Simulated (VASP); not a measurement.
# Pd (Fm-3m) in VASP: notebook

Runs on Pd. Level: r2SCAN. Tasks: equation of state, phonons.

Everything below comes from runs of VASP 6.6.1. Logs are shortened: lines on timing, memory, paths and dates and some standing lists are left out, and cuts for length are marked.

## (1) Starting point

It takes space group Fm-3m (No. 225, cubic). The conventional cell has a = 3.893 Å, b = 3.893 Å, c = 3.893 Å, α = 90.00°, β = 90.00°, γ = 90.00°. Pd (site symmetry m-3m) has 12 Pd at 2.75 Å as nearest neighbours.

## (2) Equation of state, r2SCAN, 13.87 Å³/atom (volume scaled by 0.94)

File INCAR:

```
SYSTEM = Pd
PREC = Accurate ; ENCUT = 520
EDIFF = 1E-6 ; ISMEAR = -1
SIGMA = 0.05 ; LREAL = .FALSE.
LASPH = .TRUE. ; NELM = 100
ALGO = Normal ; ISIF = 2
LWAVE = .FALSE. ; LCHARG = .FALSE.
METAGGA = R2SCAN ; LMIXTAU = .TRUE.
```

File KPOINTS:

```
regular mesh
0
G
  12 12 12
  0 0 0
```

File POSCAR:

```
Pd
1.0
    0.0000000000      1.9067643606      1.9067643606
    1.9067643606      0.0000000000      1.9067643606
    1.9067643606      1.9067643606      0.0000000000
Pd
1
Direct
    0.0000000000      0.0000000000      0.0000000000
```

Potentials or basis: VASP PAW PBE potentials, release 64 (Pd).

Run with:

```bash
> cat potpaw_PBE.64/Pd/POTCAR > POTCAR
> mpirun -np 1 vasp_std > vasp.out
```

OUTCAR:

```text
SYSTEM = Pd
   PREC = Accurate
   ENCUT = 520
   EDIFF = 1E-6
   ISMEAR = -1
   LREAL = .FALSE.
   LASPH = .TRUE.
   NELM = 100
   ISIF = 2
   METAGGA = R2SCAN

 Found     72 irreducible k-points:

 Following reciprocal coordinates:
            Coordinates               Weight
  0.000000  0.000000  0.000000      1.000000
  0.083333  0.000000  0.000000      8.000000
  0.166667  0.000000  0.000000      8.000000
  0.250000  0.000000  0.000000      8.000000
  0.333333  0.000000  0.000000      8.000000
  0.416667  0.000000  0.000000      8.000000
   k-points           NKPTS =     72   k-points in BZ     NKDIM =     72   number of bands    NBANDS=      9
   number of dos      NEDOS =    301   number of ions     NIONS =      1
   total plane-waves  NPLWV =   8000
   dimension x,y,z NGX =    20 NGY =   20 NGZ =   20
   dimension x,y,z NGXF=    40 NGYF=   40 NGZF=   40
   ions per type =               1
   NGX,Y,Z   is equivalent  to a cutoff of  12.33, 12.33, 12.33 a.u.
   NGXF,Y,Z  is equivalent  to a cutoff of  24.66, 24.66, 24.66 a.u.
 SYSTEM =  Pd
   PREC   = accura    normal or accurate (medium, high low for compatibility)
   ISTART =      0    job   : 0-new  1-cont  2-samecut
   ICHARG =      2    charge: 1-file 2-atom 10-const
   ISPIN  =      1    spin polarized calculation?
   LNONCOLLINEAR =      F non collinear calculations
   LSORBIT =      F    spin-orbit coupling
   LASPH  =      T    aspherical Exc in radial PAW
   ENCUT  =  520.0 eV  38.22 Ry    6.18 a.u.   5.01  5.01  5.01*2*pi/ulx,y,z
   NELM   =    100;   NELMIN=  2; NELMDL= -5     # of ELM steps
   EDIFF  = 0.1E-05   stopping-criterion for ELM
   LREAL  =      F    real-space projection
   EDIFFG = 0.1E-04   stopping-criterion for IOM
   NSW    =      0    number of steps for IOM
   IBRION =     -1    ionic relax: 0-MD 1-quasi-New 2-CG
   NFREE  =      0    steps in history (QN), initial steepest desc. (CG)
   ISIF   =      2    stress and relaxation
   ISYM   =      2    0-nonsym 1-usesym 2-fastsym
   POTIM  = 0.5000    time-step for ionic-motion
   TEBEG  =    0.0;   TEEND  =   0.0 temperature during run
   PSTRESS=    0.0 pullay stress
   NELECT =      10.0000    total number of electrons
   NUPDOWN=      -1.0000    fix difference up-down
   EMIN   =  10.00;   EMAX   =-10.00  energy-range for DOS
   EFERMI =   0.00;   METHOD = LEGACY
   ISMEAR =    -1;   SIGMA  =   0.05  broadening in eV -4-tet -1-fermi 0-gaus
   EFERMI_NEDOS =   21; number of points for ismear=-14 and -15
   IALGO  =     38    algorithm
   IMIX   =      4    mixing-type and parameters
     AMIX     =   0.40;   BMIX     =  1.00
     AMIX_MAG =   1.60;   BMIX_MAG =  1.00
  volume/ion in A,a.u.               =      13.87        93.57
  Fermi-wavevector in a.u.,A,eV,Ry     =   1.468141  2.774384 29.326520  2.155438
  Thomas-Fermi vector in A             =   2.583674
   LORBIT       =      0    0 simple, 1 ext, 2 COOP (PROOUT), +10 PAW based schemes
   METAGGA = R2SCAN    functional components
   LHFCALC =     F    Hartree Fock is set to
   AEXX    =    0.0000 exact exchange contribution
   IVDW    =     0    specifies the selected vdW correction
   LEPSILON=     F    determine dielectric tensor
   LRPA    =     F    only Hartree local field effects (RPA)
 non-spin polarized calculation
  energy-cutoff  :      520.00
  volume of cell :       13.87
 maximum number of plane-waves:       388
   NGX =  9   NGY =  9   NGZ =  9

 number of electron      10.0000004 magnetization

 Free energy of the ion-electron system (eV)
  ---------------------------------------------------
  ext. energy  EPLUGINS =         0.00000000
  ---------------------------------------------------
  free energy    TOTEN  =       -22.90243905 eV

  energy without entropy =      -22.88524292  energy(sigma->0) =      -22.89384098

 E-fermi :  10.6619     XC(G=0): -14.6022

 val. band max:       10.6615917417   @ k =   0.5000   0.0833   0.0000
 cond. band min:      10.6651020764   @ k =  -0.2500   0.4167   0.1667
 fundamental gap:      0.0035103346
 Fermi energy:        10.6619341862

 k-point     1 :       0.0000    0.0000    0.0000
  band No.  band energies     occupation
      1       2.9819      2.00000
      2       7.4553      2.00000
      3       7.4553      2.00000
      4       7.4553      2.00000
      5       9.2422      2.00000
      6       9.2422      2.00000
      7      28.7348      0.00000
      8      32.9037      0.00000
      9      34.1067      0.00000

 k-point     2 :       0.0833    0.0000    0.0000
  band No.  band energies     occupation
      1       3.2558      2.00000
      2       7.3566      2.00000
      3       7.5515      2.00000
      4       7.5515      2.00000
      5       9.1971      2.00000
      6       9.1971      2.00000
      7      29.0410      0.00000
      8      32.4997      0.00000
      9      32.9665      0.00000

 k-point     3 :       0.1667    0.0000    0.0000
  band No.  band energies     occupation
      1       3.9852      2.00000
      2       7.1954      2.00000
      3       7.7432      2.00000
      4       7.7432      2.00000
      5       9.1697      2.00000
      6       9.1697      2.00000
      7      29.1802      0.00000
      8      30.2793      0.00000
      9      32.9238      0.00000

 k-point     4 :       0.2500    0.0000    0.0000
  band No.  band energies     occupation
      1       4.7337      2.00000
      2       7.4865      2.00000
      3       7.7717      2.00000
      4       7.7717      2.00000
      5       9.4262      2.00000
      6       9.4262      2.00000
      7      26.4790      0.00000
      8      29.9909      0.00000
      9      32.9171      0.00000

 k-point     5 :       0.3333    0.0000    0.0000
  band No.  band energies     occupation
      1       4.9056      2.00000
      2       7.6063      2.00000
      3       7.6063      2.00000
      4       8.8387      2.00000
      5       9.9551      2.00000
      6       9.9551      2.00000
      7      23.2927      0.00000
      8      29.1914      0.00000
      9      32.9175      0.00000

 k-point     6 :       0.4167    0.0000    0.0000
  band No.  band energies     occupation
      1       4.7921      2.00000
      2       7.4366      2.00000
      3       7.4366      2.00000
      4      10.4491      1.97203
      5      10.4491      1.97203
      6      10.7393      0.35069
      7      20.3678      0.00000
      8      28.4316      0.00000
      9      32.9195      0.00000

 [... further k-points ...]

------------------------ aborting loop because EDIFF is reached ----------------------------------------

  FORCE on cell =-STRESS in cart. coord.  units (eV):
  Direction    XX          YY          ZZ          XY          YZ          ZX
  --------------------------------------------------------------------------------------
  -------------------------------------------------------------------------------------
  Total        1.5220785      1.5220785      1.5220785     -0.0000000      0.0000000      0.0000000
  in kB      175.8840895    175.8840895    175.8840895     -0.0000000      0.0000000      0.0000000
  external PRESSURE =     175.8840895 kB  Pullay stress =       0.0000000 kB

 VOLUME and BASIS-vectors are now :
 -----------------------------------------------------------------------------
  energy-cutoff  :      520.00
  volume of cell :       13.87
      direct lattice vectors                 reciprocal lattice vectors
     0.000000000  1.906764361  1.906764361    -0.262224326  0.262224326  0.262224326
     1.906764361  0.000000000  1.906764361     0.262224326 -0.262224326  0.262224326
     1.906764361  1.906764361  0.000000000     0.262224326  0.262224326 -0.262224326

 POSITION                                       TOTAL-FORCE (eV/Angst)
 -----------------------------------------------------------------------------------
      0.00000      0.00000      0.00000        -0.000000      0.000000      0.000000
 -----------------------------------------------------------------------------------
    total drift:                                0.000000     -0.000000      0.000000

  FREE ENERGIE OF THE ION-ELECTRON SYSTEM (eV)
  ---------------------------------------------------
  free  energy   TOTEN  =       -22.9024390473 eV

  energy  without entropy=      -22.8852429205  energy(sigma->0) =      -22.89384098
```

Run time: 37 s. Hardware: 1 thread of Intel Xeon Platinum 8488C (Sapphire Rapids), shared host; peak memory 0.13 GiB.

What came out:

```
Free energy            : -22.9024 eV
Pressure               : 17.6 GPa
Band gap on the k mesh : none (metal or under the smearing width)
```

Caveat: the PAW data sets were made with another functional, which shifts forces and pressure a little.

## (3) Equation of state, r2SCAN, 14.16 Å³/atom (volume scaled by 0.96)

File INCAR:

```
ALGO = Normal
EDIFF = 1E-6
ENCUT = 520
ISIF = 2
ISMEAR = -1
LASPH = True
LCHARG = False
LMIXTAU = True
LREAL = False
LWAVE = False
METAGGA = R2SCAN
NELM = 100
PREC = Accurate
SIGMA = 0.05
```

File KPOINTS:

```
k-points
0
Gamma
  12 12 12
```

File POSCAR:

```
Pd
1.0
    0.0000000000      1.9201927211      1.9201927211
    1.9201927211      0.0000000000      1.9201927211
    1.9201927211      1.9201927211      0.0000000000
Pd
1
Direct
    0.0000000000      0.0000000000      0.0000000000
```

Potentials or basis: VASP PAW PBE potentials, release 64 (Pd).

Run with:

```bash
> cat potpaw_PBE.64/Pd/POTCAR > POTCAR
> mpirun -np 1 vasp_std > vasp.out
```

Wall time 40 s (1 thread of Intel Xeon Platinum 8488C (Sapphire Rapids), shared host); peak memory 0.13 GiB.

It converged, with:

- Free energy: -22.9297 eV
- Pressure: 12.0 GPa
- Band gap on the k mesh: none (metal or under the smearing width)

Caveat: the PAW data sets were made with another functional, which shifts forces and pressure a little.

## (4) Equation of state, r2SCAN, 14.46 Å³/atom (volume scaled by 0.98)

File INCAR:

```
SYSTEM = Pd
  ALGO = Normal
  EDIFF = 1E-6
  ENCUT = 520
  ISIF = 2
  ISMEAR = -1
  LASPH = .True.
  LCHARG = .False.
  LMIXTAU = .True.
  LREAL = .False.
  LWAVE = .False.
  METAGGA = R2SCAN
  NELM = 80
  PREC = Accurate
  SIGMA = 0.05
```

File KPOINTS:

```
k-points
0
Gamma
  12 12 12
  0 0 0
```

File POSCAR:

```
Pd
1.0
    0.0000000000      1.9334358480      1.9334358480
    1.9334358480      0.0000000000      1.9334358480
    1.9334358480      1.9334358480      0.0000000000
Pd
1
Direct
    0.0000000000      0.0000000000      0.0000000000
```

Run with:

```bash
> cat potpaw_PBE.64/Pd/POTCAR > POTCAR
> mpirun -np 1 vasp_std > vasp.out
```

Run time: 26 s. Hardware: 1 thread of Intel Xeon Platinum 8488C (Sapphire Rapids), shared host; peak memory 0.12 GiB.

Results (log left out):

```
Free energy            : -22.9474 eV
Pressure               : 7.2 GPa
Band gap on the k mesh : none (metal or under the smearing width)
```

Caveat: the PAW data sets were made with another functional, which shifts forces and pressure a little.

## (5) Equation of state, r2SCAN, 15.05 Å³/atom (volume scaled by 1.02)

File INCAR:

```
PREC     = Accurate       # precision mode
ENCUT    = 520            # plane-wave cutoff, eV
EDIFF    = 1E-6           # SCF threshold, eV
ISMEAR   = -1             # smearing method
SIGMA    = 0.05           # smearing width, eV
LREAL    = False          # projectors in reciprocal space
LASPH    = True           # aspherical terms in the spheres
NELM     = 60             # most SCF steps
ALGO     = Normal         # electronic algorithm
ISIF     = 2              # what is computed and relaxed
LWAVE    = False          # write WAVECAR
LCHARG   = False          # write CHGCAR
METAGGA  = R2SCAN         # meta-GGA
LMIXTAU  = True
```

File KPOINTS:

```
Automatic mesh
0
Gamma
  12 12 12
```

File POSCAR:

```
Pd
1.0
    0.0000000000      1.9593911042      1.9593911042
    1.9593911042      0.0000000000      1.9593911042
    1.9593911042      1.9593911042      0.0000000000
Pd
1
Direct
    0.0000000000      0.0000000000      0.0000000000
```

Run with:

```bash
> cat potpaw_PBE.64/Pd/POTCAR > POTCAR
> mpirun -np 1 vasp_std > vasp.out
```

It took 36 s on 1 thread of Intel Xeon Platinum 8488C (Sapphire Rapids), shared host; peak memory 0.15 GiB.

It converged, with:

| Property | Result |
| --- | --- |
| Free energy | -22.9583 eV |
| Pressure | -1.0 GPa |
| Band gap on the k mesh | none (metal or under the smearing width) |

Caveat: the PAW data sets were made with another functional, which shifts forces and pressure a little.

## (6) Equation of state, r2SCAN, 15.34 Å³/atom (volume scaled by 1.04)

File INCAR:

```
PREC = Accurate
ENCUT = 520
EDIFF = 1E-7
ISMEAR = -1
SIGMA = 0.05
LREAL = F
LASPH = T
NELM = 100
ALGO = Normal
ISIF = 2
LWAVE = F
LCHARG = F
METAGGA = R2SCAN
LMIXTAU = T
```

File KPOINTS:

```
regular mesh
0
Gamma
  12 12 12
```

File POSCAR:

```
Pd
1.0
    0.0000000000      1.9721147795      1.9721147795
    1.9721147795      0.0000000000      1.9721147795
    1.9721147795      1.9721147795      0.0000000000
Pd
1
Direct
    0.0000000000      0.0000000000      0.0000000000
```

Potentials or basis: VASP PAW PBE potentials, release 64 (Pd).

Run with:

```bash
> cat potpaw_PBE.64/Pd/POTCAR > POTCAR
> mpirun -np 1 vasp_std > vasp.out
```

Wall time 36 s (1 thread of Intel Xeon Platinum 8488C (Sapphire Rapids), shared host); peak memory 0.15 GiB.

Results (log left out):

```yaml
Free_energy: -22.9534 eV
Pressure: -4.3 GPa
Band_gap_on_the_k_mesh: none (metal or under the smearing width)
```

Caveat: the PAW data sets were made with another functional, which shifts forces and pressure a little.

## (7) Equation of state, r2SCAN, 15.64 Å³/atom (volume scaled by 1.06)

File INCAR:

```
PREC = Accurate
ENCUT = 520
EDIFF = 1E-7
ISMEAR = -1
SIGMA = 0.05
LREAL = False
LASPH = True
NELM = 100
ALGO = Normal
ISIF = 2
LWAVE = False
LCHARG = False
METAGGA = R2SCAN
LMIXTAU = True
```

File KPOINTS:

```
Automatic mesh
0
Gamma
  12 12 12
```

File POSCAR:

```
Pd
1.0
    0.0000000000      1.9846763588      1.9846763588
    1.9846763588      0.0000000000      1.9846763588
    1.9846763588      1.9846763588      0.0000000000
Pd
1
Direct
    0.0000000000      0.0000000000      0.0000000000
```

Run with:

```bash
> cat potpaw_PBE.64/Pd/POTCAR > POTCAR
> mpirun -np 1 vasp_std > vasp.out
```

It took 49 s on 1 thread of Intel Xeon Platinum 8488C (Sapphire Rapids), shared host; peak memory 0.14 GiB.

Results (log left out):

| Item | Value |
| --- | --- |
| Free energy | -22.9427 eV |
| Pressure | -7.3 GPa |
| Band gap on the k mesh | none (metal or under the smearing width) |

Caveat: the PAW data sets were made with another functional, which shifts forces and pressure a little.

[end of part 1 of 2]
